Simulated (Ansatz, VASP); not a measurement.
## Two plane-wave programs on Pb

The input INCAR:

```
PREC = Accurate ; ENCUT = 520
EDIFF = 1E-8 ; ISMEAR = -1
SIGMA = 0.05 ; LREAL = False
LASPH = True ; NELM = 60
ALGO = Fast ; ISIF = 2
LWAVE = False ; LCHARG = False
GGA = PE ; LEFG = True
NBANDS = 13
```

KPOINTS

```
Automatic mesh
0
Gamma
  12 12 12
```

The input POSCAR:

```
Pb
1.0
    0.0493960000      2.4944980000      2.4944980000
    2.4944980000      0.0493960000      2.4944980000
    2.4944980000      2.4944980000      0.0493960000
Pb
1
Direct
    0.0000000000      0.0000000000      0.0000000000
```

Input for Ansatz:

```yaml
crystal:
  lattice:
    - [0.049396, 2.494498, 2.494498]
    - [2.494498, 0.049396, 2.494498]
    - [2.494498, 2.494498, 0.049396]
  atoms:
    - { symbol: Pb, position: [0.0, 0.0, 0.0] }
kpoints:
  mp_grid: { grid: [12, 12, 12] }
scf:
  occupations: { method: fermi_dirac, width: 0.05 }
hamiltonian:
  xc: pbe
  pseudopotentials: { kind: paw }
output:
  forces: true
  stress: true
  eigenvalues: true
  efg: { contact_densities: true }
```

Change from the starting cell: equal xy, yz and zx shear strains of +2 %, PAW files.

Alike in both runs: task electric field gradients; functional PBE; k mesh 12 × 12 × 12; occupations fermi-dirac, width 0.05 eV; no spin polarisation.

```csv
,VASP,Ansatz
version,VASP 6.6.1,Ansatz 0.2.0
potentials or method,"VASP PAW PBE potentials, release 64 (Pb_d)","PAW with Ansatz's default frozen-core files, scalar-relativistic"
plane-wave cutoff (eV),520,420
valence electrons in the cell,14,14
```

|  | VASP | Ansatz | Ansatz less VASP |
| --- | --- | --- | --- |
| pressure (GPa) | 2.9 | 3.0 | +0.07 |
| Vzz of the field gradient on the site that differs most (V/Å²) | -2.6 | -4.6 | -1.94 |

Ansatz warned: «gradients_without_spin_orbit».

Spin-orbit coupling is left out, which matters for the levels of Pb.
